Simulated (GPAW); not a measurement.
# PbS (Galena) (Fm-3m) in GPAW: settings compared, part 2 of 2

GPAW 26.7.0. The steps go on from the part before.

**5. G0W0 quasiparticle levels, LDA**

run.py reads:

```python
import json
import numpy as np
from ase.dft.bandgap import bandgap
from ase.io import write
from ase.spacegroup import crystal
from gpaw import GPAW, PW
from gpaw.response.g0w0 import G0W0

# Pb 4a
# S 4b
atoms = crystal(['Pb', 'S'],
                basis=[[0.0, 0.0, 0.0],
                       [0.5, 0.0, 0.0]],
                spacegroup=225, setting=1,  # Fm-3m
                cellpar=[5.9315, 5.9315, 5.9315, 90.0, 90.0, 90.0],
                primitive_cell=True)

calc = GPAW(mode=PW(500),
            xc='LDA',
            kpts={'size': (3, 3, 3), 'gamma': True},
            occupations={'name': 'fermi-dirac', 'width': 0.001},
            nbands=19,
            convergence={'density': 1e-06},
            maxiter=150,
            txt='gpaw.txt')
atoms.calc = calc
energy = atoms.get_potential_energy()
calc.write('gs.gpw')
write('result.traj', atoms)
print(f'Energy: {energy:.6f} eV')
print('Fermi level:', round(calc.get_fermi_level(), 4), 'eV')
print(f'Gap: {bandgap(calc)[0]:.4f} eV, direct: {bandgap(calc, direct=True)[0]:.4f} eV')

calc.diagonalize_full_hamiltonian(nbands=221)
calc.write('full.gpw', mode='all')

ibz = calc.get_ibz_k_points()
gap, vbm, cbm = bandgap(calc, output=None)
gap, direct, _ = bandgap(calc, direct=True, output=None)
gamma = int(np.abs(ibz).sum(1).argmin())
kpts = sorted({gamma, vbm[1], cbm[1], direct[1]})
gw = G0W0(calc='full.gpw',
          filename='gw',
          ecut=150,
          ecut_extrapolation=False,
          relbands=(-1, 1),
          kpts=kpts,
          integrate_gamma='reciprocal',
          nbands=217,
          frequencies={'type': 'nonlinear', 'domega0': 0.1, 'omega2': 10},
          eta=0.1,
          xc='rALDA',
          fxc_mode='GWP',
          do_GW_too=True)
gw.calculate()
results = {mode: {key: np.asarray(r[key]).tolist() for key in ['f', 'eps', 'vxc', 'exx', 'sigma', 'Z', 'qp', 'sigma_eskn']}
           for mode, r in gw.all_results.items()}
json.dump({'kpts': ibz[kpts].tolist(), 'results': results}, open('gw.json', 'w'))
for mode, r in results.items():
    f, qp = np.array(r['f']), np.array(r['qp'])
    print(mode, 'quasiparticle energies (eV):')
    print(qp.round(3))
    print(mode, 'gap:', round(qp[f < 0.5].min() - qp[f > 0.5].max(), 4), 'eV')
```

Potentials or basis: the program's PAW data sets (release 1.2.1) made for this functional, pw.

Run with:

```console
$ OMP_NUM_THREADS=1 python run.py
```

gpaw.txt:

```text
__  _  _
 | _ |_)|_||  |
 |__||  | ||/\| - 26.7.0

Input parameters:
  mode=PW(ecut=500.0),
  convergence={'density': 1e-06},
  kpts=MonkhorstPack(size=(3, 3, 3), gamma=True),
  maxiter=150,
  nbands=19,
  occupations=Occupations(name='fermi-dirac', width=0.001),
  xc=XC(name='LDA')

Diagonalizing LCAO Hamiltonian
Converting LCAO to pw mode

                S

       Pb

Atoms  # Å, Bohr magnetons
|   | symbol |        x |        y |        z |    initial magnetic moments |
|---|--------|----------|----------|----------|-----------------------------|
| 0 |     Pb | 0.000000 | 0.000000 | 0.000000 | ( 0.0000,  0.0000,  0.0000) |
| 1 |      S | 2.965750 | 2.965750 | 2.965750 | ( 0.0000,  0.0000,  0.0000) |

Unit cell  # Å
| periodic |        x |        y |        z |  lengths |    angles |
|----------|----------|----------|----------|----------|-----------|
[... 185 lines left out ...]
|iter:   3| |  -10.361251 | -1.98 | -1.25 |
|iter:   4| |  -10.357972 | -3.92 | -1.84 |
|iter:   5| |  -10.357448c| -4.62 | -2.22 |
|iter:   6| |  -10.357454c| -5.88 | -3.31 |
|iter:   7| |  -10.357455c| -6.73 | -3.76 |
|iter:   8| |  -10.357455c| -7.94c| -4.60 |
|iter:   9| |  -10.357455c| -8.08c| -5.26 |
|iter:  10| |  -10.357455c| -8.75c| -6.03c|

Converged in 10 steps
Energy contributions relative to reference atoms: (reference = -577795.517574)

Energy contributions:
  Kinetic:          11.559164
  Coulomb:         -12.799009
  Zero:              0.011258
  External:          0.000000
  Xc:               -9.128868
  Entropy:          -0.000000
  Spinorbit:         0.000000
  ----------------------------
  Free energy:     -10.357455
  Extrapolated:    -10.357455

dipole moment: (-25.126737, -25.126737, -25.126737)  # |e|*Ang

Fermi level: 6.189
Eigenvalues  # (at kpt = [0.000, 0.000, 0.000])
| band index |      eig [eV] | occ [0-2] |
|------------|---------------|-----------|
|          0 |       -10.832 |     2.000 |
|        ... |               |           |
|          2 |       -10.832 |     2.000 |
|          3 |       -10.832 |     2.000 |
|          4 |       -10.832 |     2.000 |
|          5 |        -7.687 |     2.000 |
|          6 |        -0.184 |     2.000 |
|          7 |         3.722 |     2.000 |
[... 9 lines left out ...]
|         17 |        14.926 |     0.000 |
|         18 |        14.926 |     0.000 |

Gap: 2.123 eV
Transition (v -> c):
  (s=0, k=3, n=9, [0.33, 0.33, 0.33]) -> (s=0, k=3, n=10, [0.33, 0.33, 0.33])
No difference between direct/indirect transitions
# Writing to gs.gpw (mode='')

Matrix size: 1363x1363
# Writing to full.gpw (mode='all')
```

stdout:

```text
Energy: -10.357455 eV
Fermi level: 6.1895 eV
Gap: 2.1229 eV, direct: 2.1229 eV
IBZ(<points: 4, symmetries: 48>)
Occupied bands: 10
Calculating eigenvalues:
  k-points: 2
  Bands: 9-10 (inclusive)
HSE06-eigenvalue shifts:
  min: -2.744 eV
  ave: 1.468 eV
  max: 5.689 eV
IBZ(<points: 4, symmetries: 48>)
Occupied bands: 10
Calculating eigenvalues:
  k-points: 2
  Bands: 9-10 (inclusive)
HSE06-eigenvalue shifts:
  min: -2.744 eV
  ave: 1.468 eV
  max: 5.689 eV
GWP quasiparticle energies (eV):
[[[ 3.08  11.455]
  [ 4.775  7.55 ]]]
GWP gap: 2.7751 eV
GW quasiparticle energies (eV):
[[[ 3.081 11.657]
  [ 4.816  7.67 ]]]
GW gap: 2.8545 eV
```

Run time: 17 min. Hardware: 1 thread of Intel Xeon Platinum 8488C (Sapphire Rapids), shared host; peak memory 1.8 GiB.

The run converged, but some of its settings lie outside the range that counts as converged, so its numbers aren't taken as properties of the crystal.

What came out:

```yaml
Free_energy: -10.3575 eV
```

Caveat: the k mesh is coarse (spacing up to 0.61 Å⁻¹), so the values aren't converged; on this mesh the treatment of q = 0 moves the result by about a tenth of an eV; the k mesh is too small for a converged quasiparticle gap; this odd mesh misses L, where the gap lies, so gap, dielectric constants and Born charges aren't listed; the long-wavelength limit can be off by a per cent or two.

**6. Overview**

| task | level | potentials or basis | spin | band path | band points | spin axis theta (degrees) | spin axis phi (degrees) | soc after scf | gap on the mesh (eV) |
| --- | --- | --- | --- | --- | --- | --- | --- | --- | --- |
| single point | TB-mBJ | GPAW PAW data sets for LDA (gpaw-data 1.2.1), pw | off | - | - | - | - | - | 0.97 |
| band structure | WC | PAW data sets generated in the run's folder for this functional, pw | SOC, no magnetisation | GXWKGLUWLK,UX | 100 | 54.7 | 45 | second variation | 0.37 |
| equation of state | PBE | JTH PAW 2.0, PBE, pw | off | - | - | - | - | - | - |

Alike in all rows: cell as given; k mesh 6 × 6 × 6; cutoff (eV) 600; smearing fermi-dirac 0.05 eV.

Caveats: a model potential gives levels but no total energy (some runs); spin-orbit coupling is left out, which as a rule narrows the gap of such compounds by several tenths of an eV (some runs); spin-orbit coupling was added after a scalar SCF, so levels and gaps hold it while energy, forces, pressure and moments don't (some runs); this program's spin-orbit splittings come out too wide for heavy elements (some runs); the program truncates these outside data sets (some runs).

Absolute energies hang on the potentials; compare differences alone.
